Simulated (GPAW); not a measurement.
Ni:

```
Ni
1.0
     0.00000    1.73757    1.73757
     1.73757    0.00000    1.73757
     1.73757    1.73757    0.00000
Ni
1
Direct
  0.00000 0.00000 0.00000
```

```yaml
Program: GPAW 26.7.0
Task: relaxation of cell and atoms
Functional: PBEsol
Dispersion: D3(BJ)+ATM
Potentials_or_basis: PAW data sets generated in the run's folder for this functional
Cutoff: 600 eV
Basis: pw
k_mesh: 13 × 13 × 13
Occupations: fermi-dirac, width 0.05 eV
Spin: collinear spin, ferromagnetic start
Starting_moments: "[1.0] μB"
```

At the start: pressure -4.4 GPa; volume 10.49 Å³/atom.

Problem. Where does the relaxation end?

Solution. Over 3 steps the energy falls by 2.7 meV/atom and the volume is 10.30 Å³/atom (-1.8 %); space group Fm-3m (No. 225, to 0.05 Å); moment 0.63 μB per cell.

Step by step:
```tsv
step	energy change (eV)	largest force (eV/Å)	pressure (GPa)	volume (Å³)
1	0.0000	0.0000	-4.37	10.49
2	-0.0024	0.0000	-1.48	10.36
3	-0.0027	0.0000	0.04	10.30
```

Final structure:
```yaml
crystal:
  lattice:
    - [0.00000, 1.72695, 1.72695]
    - [1.72695, 0.00000, 1.72695]
    - [1.72695, 1.72695, 0.00000]
  atoms:
    - { symbol: Ni, position: [0.00000, 0.00000, 0.00000] }
```

Caveat: each step starts from the last one's moments, so a moment once lost doesn't come back; the stock nickel data set gives pressures a few GPa off other programs; later steps reuse the first step's grids; pairwise dispersion overbinds metals, which lowers pressure and volume.
